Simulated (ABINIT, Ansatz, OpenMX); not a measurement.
One calculation of W, 3 ways

```
W
1.0
     2.87085    0.00000    0.00000
    -1.43543    2.48623    0.00000
     0.00000    0.00000   24.37617
W
5
Direct
  0.66667 0.33333 0.30768
  0.33333 0.66667 0.40384
  0.00000 0.00000 0.50000
  0.66667 0.33333 0.59616
  0.33333 0.66667 0.69232
```

Alike in all runs: functional PBE; k mesh 11 × 11 × 1; occupations fermi-dirac, width 0.05 eV; no spin polarisation; no spin-orbit coupling.

```csv
program and potentials,plane-wave cutoff (eV),notes,largest force (eV/Å)
"Ansatz, Ansatz PAW",420,14 valence electrons an atom on average,0.196
"OpenMX, OpenMX 2013 PBE set, W7.0-s3p2d2f1, grid cutoff 400 Ry",-,atomic basis; 12 valence electrons an atom on average,0.173
"ABINIT, JTH PAW PBE v2.0",435,14 valence electrons an atom on average,?
```

Q: Estimate from the other rows what the run with ABINIT, JTH PAW PBE v2.0 gave.

A: Largest force 0.197 eV/Å. The other rows, which needn't bracket it: largest force 0.173 to 0.196.
